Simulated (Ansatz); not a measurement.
Structure relaxation of Li

The calculation used Ansatz 0.2.0, DFT PBE, scalar-relativistic, plane waves, PAW. Cutoff 420 eV, Γ-centred k mesh, Gaussian smearing, no spin polarisation in the final step.

Li was placed on the sites of a reported O cell (R-3m, No. 166), at a guessed volume.

```
CELL_PARAMETERS angstrom
1.78687 1.03165 4.27878
-1.78687 1.03165 4.27878
0.00000 -2.06330 4.27878
ATOMIC_POSITIONS crystal
Li 0.05770 0.05770 0.05770
Li 0.94230 0.94230 0.94230
```

Cell and atoms relax at zero pressure; the relaxation can't lower the symmetry of the start. After a coarse first stage the cell is made exact in the group found at 0.06 Å.

Energies count from the standard state of Li at the same level.

Task: What does it relax into?

Result: It keeps R-3m (No. 166), but not the shape of the type it started on. Conventional cell: a = 2.986 Å, c = 15.799 Å. Around Li lie 1 Li at 2.75 Å and 9 Li at 2.99–3.05 Å.

```xyz
2
Lattice="1.4932 0.8621 5.2663 -1.4932 0.8621 5.2663 0.0000 -1.7241 5.2663" Properties=species:S:1:pos:R:3 pbc="T T T"
Li    0.0000    0.0000    1.3760
Li    0.0000    0.0000   14.4228
```

Task: What are its volume, energy, density and gap?

Result: The volume per atom is 20.34 Å³ and the density is 0.57 g/cm³. The energy over the standard structure is 0.03 eV/atom. The gap on the 21×21×21 mesh is 0 eV (a metal).

The final run used a 21×21×21 mesh on its 2-atom cell and 0.10 eV smearing. For metals, differences of a few meV/atom aren't resolved. Symmetry constrained the relaxation, so the result can be a saddle point. The steps took roughly 40 core-seconds in all.

This form isn't the element's structure at ambient conditions.